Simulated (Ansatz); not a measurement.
**PbS in Ansatz: the effect of functional**

Crystal: PbS.

```xyz
2
Lattice="2.1127 1.2197 3.4519 -2.1127 1.2197 3.4519 0.0000 -2.4395 3.4519" Properties=species:S:1:pos:R:3 pbc="T T T"
Pb    0.0000    0.0000   10.1545
S     0.0000    0.0000    4.9193
```

The cell is a database's computed one.

Alike in all runs:

```yaml
Program: Ansatz 0.2.0
Task: single point
Potentials_or_basis: all-electron PAW datasets made for the crystal
k_mesh: 4 × 4 × 4
Occupations: fermi-dirac, width 0.05 eV
Spin: no spin polarisation
```

Q: One run gave: gap on the mesh 0.90 eV; pressure -0.1 GPa. Which functional did it use?
A. HSE06
B. PBE0
C. PBE

A: A.

```tsv
functional	cutoff	gap on the mesh (eV)	pressure (GPa)
PBE	260 eV (chosen from the basis error)	0.45	1.0
HSE06	290 eV (chosen from the basis error)	0.90	-0.1
PBE0	290 eV (chosen from the basis error)	1.51	-0.1
```

Caveats: all runs use coarse meshes; spin-orbit coupling is left out, which as a rule narrows the gap of such compounds by several tenths of an eV.

A k mesh can miss the band edges.
